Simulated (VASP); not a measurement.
Here is a VASP 6.6.1 calculation.

INCAR

```
ALGO = Normal
EDIFF = 1E-7
ENCUT = 520
GGA = CA
GGA_COMPAT = False
ISIF = 2
ISMEAR = 1
LASPH = True
LCHARG = False
LMAXMIX = 4
LNONCOLLINEAR = True
LORBIT = 11
LORBMOM = True
LREAL = False
LSORBIT = True
LWAVE = False
MAGMOM = 0 0 0 0 0 3.5
NBANDS = 23
NELM = 150
PREC = Accurate
SIGMA = 0.1
```

The input KPOINTS:

```
k-points
0
Gamma
  5 5 5
```

The input POSCAR:

```
AlFe
1.0
    2.9100000000      0.0000000000      0.0000000000
    0.0000000000      2.9100000000      0.0000000000
    0.0000000000      0.0000000000      2.9100000000
Al Fe
1 1
Direct
    0.0000000000      0.0000000000      0.0000000000
    0.5000000000      0.5000000000      0.5000000000
```

Potentials or basis: VASP PAW LDA potentials, release 64 (Al, Fe).

The run is started by

```console
$ cat potpaw_LDA.64/Al/POTCAR potpaw_LDA.64/Fe/POTCAR > POTCAR
$ mpirun -np 1 vasp_ncl > vasp.out
```

Q: Predict the pressure.

A: -15.1 GPa.

Q: Predict the net moment.

A: 0.87 μB per cell.

Moments on the atoms (μB; x, y, z):
```
Al   0.00  0.00 -0.03
Fe   0.00  0.00  0.90
```

Caveat: the k mesh is coarse (spacing up to 0.43 Å⁻¹), so the values aren't converged; so large a pressure means that the cell lies far from this level's equilibrium, or that cutoff or potentials fall short.
